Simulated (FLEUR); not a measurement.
# Sn (Fd-3m) in FLEUR: a series of runs, part 2 of 2

FLEUR MaX-R8.1 (later development tree). The steps go on from the part before.

## Step 3: Equation of state, Wu-Cohen GGA, 31.77 Å³/atom (volume scaled by 0.94)

File inp.xml:

```xml
<?xml version="1.0" encoding="UTF-8" standalone="no"?>
<fleurInput fleurInputVersion="0.39">
   <comment>
      Sn                                                                                                  
   </comment>
   <calculationSetup>
      <cutoffs Kmax="3.8" Gmax="11.8" GmaxXC="11.8" numbands="0"/>
      <scfLoop itmax="60" minDistance="0.00001" maxIterBroyd="15" imix="Anderson" alpha="0.05" precondParam="0.0" spinf="2.0" sdNocoIR="T"/>
      <coreElectrons ctail="T" frcor="F" kcrel="0" coretail_lmax="0"/>
      <xcFunctional name="wc" relativisticCorrections="F"/>
      <magnetism jspins="1"/>
      <soc l_soc="F" theta="0.0" phi="0.0" spav="F"/>
      <expertModes spex="0" secvar="F"/>
      <geometryOptimization l_f="F" forcealpha="1.0" forcemix="BFGS" epsdisp="0.00001" epsforce="0.00001"/>
      <ldaU l_linMix="F" mixParam="0.05" spinf="1.0"/>
   </calculationSetup>
   <cell>
      <bzIntegration valenceElectrons="44.0" mode="hist" fermiSmearingEnergy="0.00183747">
         <kPointListSelection listName="default-1"/>
         <!-- k-points included here -->
         <xi:include xmlns:xi="http://www.w3.org/2001/XInclude" href="kpts.xml"> </xi:include>
      </bzIntegration>
      <!-- symmetry operations included here -->
      <xi:include xmlns:xi="http://www.w3.org/2001/XInclude" href="sym.xml"> </xi:include>
      <bulkLattice scale="0.9795861087">
         <bravaisMatrix>
            <row-1>    0.0000000000000000     6.1101323589473129     6.1101323589473129</row-1>
            <row-2>    6.1101323589473129     0.0000000000000000     6.1101323589473129</row-2>
            <row-3>    6.1101323589473129     6.1101323589473129     0.0000000000000000</row-3>
         </bravaisMatrix>
      </bulkLattice>
   </cell>
   <atomSpecies>
      <species name="Tin (Sn)" element="Sn" atomicNumber="50">
         <mtSphere radius="2.38" gridPoints="811" logIncrement="0.016"/>
         <atomicCutoffs lmax="10" lnonsphr="8"/>
         <electronConfig flipSpins="F">
            <coreConfig>(1s1/2) (2s1/2) (2p1/2) (2p3/2) (3s1/2) (3p1/2) (3p3/2) (3d3/2) (3d5/2)</coreConfig>
            <valenceConfig>(4s1/2) (4p1/2) (4p3/2) (5s1/2) (4d3/2) (4d5/2) (5p1/2) (5p3/2)</valenceConfig>
            <stateOccupation state="(5p1/2)" spinUp="0.333333" spinDown="0.333333"/>
            <stateOccupation state="(5p3/2)" spinUp="0.666667" spinDown="0.666667"/>
         </electronConfig>
         <energyParameters s="5" p="5" d="4" f="4"/>
         <lo type="SCLO" l="0" n="4" eDeriv="0"/>
         <lo type="SCLO" l="1" n="4" eDeriv="0"/>
         <lo type="SCLO" l="1" n="4" eDeriv="1"/>
         <lo type="SCLO" l="2" n="4" eDeriv="2"/>
         <lo type="SCLO" l="3" n="4" eDeriv="2"/>
      </species>
   </atomSpecies>
   <atomGroups>
      <atomGroup species="Tin (Sn)">
         <relPos label="                   1">-3.000/8.000 -3.000/8.000 -3.000/8.000</relPos>
         <relPos label="                   2">3.000/8.000 3.000/8.000 3.000/8.000</relPos>
         <force calculate="T" relaxXYZ="TTT"/>
      </atomGroup>
   </atomGroups>
   <output dos="F" band="F" slice="F">
      <checks vchk="F" cdinf="F"/>
      <bandDOS minEnergy="-.5*Htr" maxEnergy="0.5*Htr" sigma="0.015" storeEVData="T"/>
      <vacuumDOS vacdos="F" integ="F" star="F" nstars="0" locx1="0.0" locy1="0.0" locx2="0.0" locy2="0.0" nstm="0" tworkf="0.0"/>
      <unfoldingBand unfoldBand="F" supercellX="1" supercellY="1" supercellZ="1"/>
      <plotting iplot="0" polar="F">
         <plot TwoD="T" vec1="  1.0  0.0  0.0" vec2="  0.0  1.0  0.0" vec3="  0.0  0.0  1.0" zero="  0.0  0.0  0.0" file="plot"/>
      </plotting>
      <chargeDensitySlicing numkpt="0" minEigenval="0.0" maxEigenval="0.0" nnne="0" pallst="F"/>
      <specialOutput eonly="F"/>
      <moessbauerParams electricFieldGradient="T" isomerShift="T" coreHyperfine="T" valenceHyperfine="T"/>
      <magneticCircularDichroism mcd="F" energyLo="-10.0" energyUp="0.0"/>
   </output>
  <!-- We include the file relax.xml here to enable relaxations (see documentation) -->
  <xi:include xmlns:xi="http://www.w3.org/2001/XInclude" href="relax.xml"> <xi:fallback/> </xi:include>
</fleurInput>
```

Potentials or basis: all-electron, FLAPW.

Launch:

```console
inpgen -f crystal.txt -profile fastHighL
# inp.xml edited to the form shown
fleur_MPI
```

What it wrote:

```text
Welcome to FLEUR        (www.flapw.de)
      MaX-Release 8.1          (www.max-centre.eu)

 ========== k-point set info ==========
 Selected k-point list: default-1
 k-point list type: mesh
 7 x 7 x 7
 Number of k points: 20

 ------------Calculation Setup---------------------------
 Number of MPI-tasks      :            1
 Number of PE/node        :            1
 Number of OMP-threads    :            1
 Most efficient MPI parallelization for:
           1           2           4           5          10          20
 Additional eigenvalue parallelization possible
 Number of basis functions:          481
 Approximate size of matrices (H+S) per k-point:         0.003 GB
 --------------------------------------------------------
 Iteration:     1   Distance:       5.44971270 me/bohr^3
 Iteration:     2   Distance:       5.12667371 me/bohr^3
 Iteration:     3   Distance:       1.55580021 me/bohr^3
 Iteration:     4   Distance:       0.25193201 me/bohr^3
 Iteration:     5   Distance:       0.17782465 me/bohr^3
 Iteration:     6   Distance:       0.02321228 me/bohr^3
 Iteration:     7   Distance:       0.01794708 me/bohr^3
 Iteration:     8   Distance:       0.00547644 me/bohr^3
 Iteration:     9   Distance:       0.00046375 me/bohr^3
 Iteration:    10   Distance:       0.00036863 me/bohr^3
 Iteration:    11   Distance:       0.00002429 me/bohr^3
 Iteration:    12   Distance:       0.00000233 me/bohr^3

 ********************************************************************
 Run finished successfully
 Stop message:
   all done
 ********************************************************************
```

out.xml (last iteration):

```text
<iteration numberForCurrentRun="   12" overallNumber="   12">
         <energyParameters units="Htr">
            <atomicEP atomType="1" spin="1" branch="5s" branchLowest="-4.53" branchHighest="1.03" value="-0.1242351412"/>
            <atomicEP atomType="1" spin="1" branch="5p" branchLowest="-2.90" branchHighest="1.75" value="0.0679644331"/>
            <atomicEP atomType="1" spin="1" branch="4d" branchLowest="-17.00" branchHighest="-0.50" value="-0.5583894218"/>
            <atomicEP atomType="1" spin="1" branch="4f" branchLowest="-9.99" branchHighest="1.94" value="0.4024367627"/>
            <loAtomicEP atomType="1" spin="1" branch="4s" branchLowest="-30.65" branchHighest="-4.53" value="-4.5359676014"/>
            <loAtomicEP atomType="1" spin="1" branch="4p" branchLowest="-25.27" branchHighest="-2.90" value="-2.9205106814"/>
            <loAtomicEP atomType="1" spin="1" branch="4p" branchLowest="-25.27" branchHighest="-2.90" value="-2.9205106814"/>
            <loAtomicEP atomType="1" spin="1" branch="4d" branchLowest="-17.00" branchHighest="-0.50" value="-0.5710365390"/>
            <loAtomicEP atomType="1" spin="1" branch="4f" branchLowest="-9.99" branchHighest="1.94" value="0.4024392551"/>
[... 81 lines left out ...]
            </sumOfEigenvalues>
            <densityCoulombPotentialIntegral value="-20040.8842134378"/>
            <densityEffectivePotentialIntegral value="-20472.1693891152"/>
            <chargeDenXCDenIntegral value="-329.2934554427"/>
            <FockExchangeEnergyValence value="0.0000000000"/>
            <FockExchangeEnergyCore value="0.0000000000"/>
            <atomTypeDependentContributions atomType="1">
               <electronNucleiInteractionDifferentMTs value="14963.7833196414"/>
               <MadelungTerm value="-52.4626391055"/>
            </atomTypeDependentContributions>
            <tkbTimesEntropy value="0.0000592436"/>
            <freeEnergy value="-12356.6978941322"/>
            <extrapolationTo0K value="-12356.6978645104"/>
         </totalEnergy>
         <densityConvergence units="me/bohr^3">
            <chargeDensity spin="1" distance="0.0000023282"/>
         </densityConvergence>
      </iteration>
```

Wall time 20 s (1 thread of Arm Neoverse V1, shared host); peak memory 0.08 GiB.

What came out:

| Quantity | Value |
| --- | --- |
| Free energy | -336242.8791 eV |
| Band gap on the k mesh | none (metal or under the smearing width) |
| Valence electrons inside the program's atomic spheres | Sn 19.70 (radii Sn 2.38 bohr) |

Caveat: the plane-wave cutoff is short for the semicore states, which can make moduli rough.

## Step 4: Equation of state, Wu-Cohen GGA, 32.45 Å³/atom (volume scaled by 0.96)

inp.xml: that of step 3 with these lines changed.

```diff
@@ -24,3 +24,3 @@
       <xi:include xmlns:xi="http://www.w3.org/2001/XInclude" href="sym.xml"> </xi:include>
-      <bulkLattice scale="0.9795861087">
+      <bulkLattice scale="0.9864848297">
          <bravaisMatrix>
```

Launch:

```console
inpgen -f crystal.txt -profile fastHighL
# inp.xml edited to the form shown
fleur_MPI
```

It took 22 s on 1 thread of Arm Neoverse V1, shared host; peak memory 0.08 GiB.

The run converged. Its results:

* Free energy: -336242.9178 eV
* Band gap on the k mesh: none (metal or under the smearing width)
* Valence electrons inside the program's atomic spheres: Sn 19.69 (radii Sn 2.38 bohr)

Caveat: the plane-wave cutoff is short for the semicore states, which can make moduli rough.

## Step 5: Equation of state, Wu-Cohen GGA, 33.80 Å³/atom

inp.xml: that of step 4 with these lines changed.

```diff
@@ -24,3 +24,3 @@
       <xi:include xmlns:xi="http://www.w3.org/2001/XInclude" href="sym.xml"> </xi:include>
-      <bulkLattice scale="0.9864848297">
+      <bulkLattice scale="1.0000000000">
          <bravaisMatrix>
```

Launch:

```console
inpgen -f crystal.txt -profile fastHighL
# inp.xml edited to the form shown
fleur_MPI
```

It took 22 s on 1 thread of Arm Neoverse V1, shared host; peak memory 0.08 GiB.

The run converged. Its results:

| Item | Value |
| --- | --- |
| Free energy | -336242.9618 eV |
| Band gap on the k mesh | none (metal or under the smearing width) |
| Valence electrons inside the program's atomic spheres | Sn 19.66 (radii Sn 2.38 bohr) |

Caveat: the plane-wave cutoff is short for the semicore states, which can make moduli rough.

## Step 6: Equation of state, Wu-Cohen GGA, 35.16 Å³/atom (volume scaled by 1.04)

inp.xml: that of step 5 with these lines changed.

```diff
@@ -24,3 +24,3 @@
       <xi:include xmlns:xi="http://www.w3.org/2001/XInclude" href="sym.xml"> </xi:include>
-      <bulkLattice scale="1.0000000000">
+      <bulkLattice scale="1.0131594038">
          <bravaisMatrix>
```

Potentials or basis: all-electron, FLAPW.

Launch:

```console
inpgen -f crystal.txt -profile fastHighL
# inp.xml edited to the form shown
fleur_MPI
```

Wall time 24 s (1 thread of Arm Neoverse V1, shared host); peak memory 0.08 GiB.

It converged, with:

| Quantity | Value |
| --- | --- |
| Free energy | -336242.9721 eV |
| Band gap on the k mesh | none (metal or under the smearing width) |
| Valence electrons inside the program's atomic spheres | Sn 19.63 (radii Sn 2.38 bohr) |

Caveat: the plane-wave cutoff is short for the semicore states, which can make moduli rough.

## Step 7: Equation of state, Wu-Cohen GGA, 35.83 Å³/atom (volume scaled by 1.06)

inp.xml: that of step 6 with these lines changed.

```diff
@@ -24,3 +24,3 @@
       <xi:include xmlns:xi="http://www.w3.org/2001/XInclude" href="sym.xml"> </xi:include>
-      <bulkLattice scale="1.0131594038">
+      <bulkLattice scale="1.0196128224">
          <bravaisMatrix>
```

Launch:

```console
inpgen -f crystal.txt -profile fastHighL
# inp.xml edited to the form shown
fleur_MPI
```

Wall time 24 s (1 thread of Arm Neoverse V1, shared host); peak memory 0.08 GiB.

Results (log left out):

* Free energy: -336242.9670 eV
* Band gap on the k mesh: none (metal or under the smearing width)
* Valence electrons inside the program's atomic spheres: Sn 19.62 (radii Sn 2.38 bohr)

Caveat: the plane-wave cutoff is short for the semicore states, which can make moduli rough.

## Step 8: Equation of state, Wu-Cohen GGA

This step only gathers the single runs of the series.

What came out:

- Equilibrium volume: 34.95 Å³/atom
- Bulk modulus: 40 GPa

Energy against volume, from the lowest point:
| volume (Å³/atom) | energy (meV/atom) |
| --- | --- |
| 31.775 | 46.48 |
| 32.451 | 27.15 |
| 33.803 | 5.16 |
| 35.155 | 0.00 |
| 35.831 | 2.55 |

Caveat: the plane-wave cutoff is short for the semicore states, which can make moduli rough.
